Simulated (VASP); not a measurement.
Ni: band structure with PBE

Ni:

```
Ni
1.0
     0.00000    1.75992    1.75992
     1.75992    0.00000    1.75992
     1.75992    1.75992    0.00000
Ni
1
Cartesian
  0.0000 0.0000 0.0000
```

```json
{"Program": "VASP 6.6.1", "Task": "band structure", "Functional": "PBE", "Potentials or basis": "VASP PAW PBE potentials, release 64 (Ni)", "Cutoff": "520 eV", "k mesh": "8 × 8 × 8", "Occupations": "gaussian, width 0.1 eV", "Spin": "collinear spin, ferromagnetic start", "Starting moments": "[0.8] μB", "Further INCAR settings": "ALGO = Normal; EDIFF = 1e-07"}
```

```json
{"Pressure": "0.0 GPa", "Band gap along the path": "none (metal or under the smearing width)", "Net moment": "0.70 μB per cell", "Site moments": "Ni +0.71 μB", "Valence electrons inside the program's atomic spheres": "Ni 9.30"}
```

Levels at the corners of the path, in eV from the Fermi level:
Spin up:
```tsv
point	band 2	band 3	band 4	band 5	band 6	band 7	band 8	band 9
Γ	-2.48	-2.48	-2.48	-1.31	-1.31	23.71	27.55	27.55
X	-4.23	-0.61	-0.54	-0.54	2.44	9.18	14.80	14.80
X	-4.23	-0.61	-0.54	-0.54	2.44	9.18	14.80	14.80
W	-3.11	-3.11	-1.38	-0.54	7.70	7.70	9.93	11.07
W	-3.11	-3.11	-1.38	-0.54	7.70	7.70	9.93	11.07
K	-3.75	-2.15	-1.15	-0.79	5.69	7.25	9.91	17.12
K	-3.75	-2.15	-1.15	-0.79	5.69	7.25	9.91	17.12
Γ	-2.48	-2.48	-2.48	-1.31	-1.31	23.71	27.55	27.55
Γ	-2.48	-2.48	-2.48	-1.31	-1.31	23.71	27.55	27.55
L	-2.46	-2.46	-0.66	-0.66	-0.29	5.61	22.20	24.63
L	-2.46	-2.46	-0.66	-0.66	-0.29	5.61	22.20	24.63
U	-3.75	-2.15	-1.15	-0.79	5.69	7.25	9.91	17.12
U	-3.75	-2.15	-1.15	-0.79	5.69	7.25	9.91	17.12
W	-3.11	-3.11	-1.38	-0.54	7.70	7.70	9.93	11.07
W	-3.11	-3.11	-1.38	-0.54	7.70	7.70	9.93	11.07
L	-2.46	-2.46	-0.66	-0.66	-0.29	5.61	22.20	24.63
L	-2.46	-2.46	-0.66	-0.66	-0.29	5.61	22.20	24.63
K	-3.75	-2.15	-1.15	-0.79	5.69	7.25	9.91	17.12
U	-3.75	-2.15	-1.15	-0.79	5.69	7.25	9.91	17.12
X	-4.23	-0.61	-0.54	-0.54	2.44	9.18	14.80	14.80
```
Spin down:
| point | band 1 | band 2 | band 3 | band 4 | band 5 | band 6 | band 7 | band 8 | band 9 |
| --- | --- | --- | --- | --- | --- | --- | --- | --- | --- |
| Γ | -9.02 | -1.66 | -1.66 | -1.66 | -0.65 | -0.65 | 23.56 | 27.55 | 27.55 |
| X | -4.28 | -3.55 | 0.08 | 0.40 | 0.40 | 2.42 | 9.46 | 14.83 | 14.83 |
| X | -4.28 | -3.55 | 0.08 | 0.40 | 0.40 | 2.42 | 9.46 | 14.83 | 14.83 |
| W | -3.35 | -2.44 | -2.44 | -0.75 | 0.40 | 7.91 | 7.91 | 10.12 | 11.24 |
| W | -3.35 | -2.44 | -2.44 | -0.75 | 0.40 | 7.91 | 7.91 | 10.12 | 11.24 |
| K | -3.52 | -3.15 | -1.47 | -0.50 | 0.14 | 5.93 | 7.46 | 10.14 | 17.19 |
| K | -3.52 | -3.15 | -1.47 | -0.50 | 0.14 | 5.93 | 7.46 | 10.14 | 17.19 |
| Γ | -9.02 | -1.66 | -1.66 | -1.66 | -0.65 | -0.65 | 23.56 | 27.55 | 27.55 |
| Γ | -9.02 | -1.66 | -1.66 | -1.66 | -0.65 | -0.65 | 23.56 | 27.55 | 27.55 |
| L | -4.38 | -1.78 | -1.78 | -0.34 | 0.17 | 0.17 | 6.09 | 22.06 | 24.74 |
| L | -4.38 | -1.78 | -1.78 | -0.34 | 0.17 | 0.17 | 6.09 | 22.06 | 24.74 |
| U | -3.52 | -3.15 | -1.47 | -0.50 | 0.14 | 5.93 | 7.46 | 10.14 | 17.19 |
| U | -3.52 | -3.15 | -1.47 | -0.50 | 0.14 | 5.93 | 7.46 | 10.14 | 17.19 |
| W | -3.35 | -2.44 | -2.44 | -0.75 | 0.40 | 7.91 | 7.91 | 10.12 | 11.24 |
| W | -3.35 | -2.44 | -2.44 | -0.75 | 0.40 | 7.91 | 7.91 | 10.12 | 11.24 |
| L | -4.38 | -1.78 | -1.78 | -0.34 | 0.17 | 0.17 | 6.09 | 22.06 | 24.74 |
| L | -4.38 | -1.78 | -1.78 | -0.34 | 0.17 | 0.17 | 6.09 | 22.06 | 24.74 |
| K | -3.52 | -3.15 | -1.47 | -0.50 | 0.14 | 5.93 | 7.46 | 10.14 | 17.19 |
| U | -3.52 | -3.15 | -1.47 | -0.50 | 0.14 | 5.93 | 7.46 | 10.14 | 17.19 |
| X | -4.28 | -3.55 | 0.08 | 0.40 | 0.40 | 2.42 | 9.46 | 14.83 | 14.83 |

Wall time 26 s on 1 thread of AMD EPYC 7R13 Processor (Zen 3), with other jobs on the host, peak memory 0.1 GiB.

Caveat: the k mesh is coarse (spacing up to 0.39 Å⁻¹), so the values aren't converged.
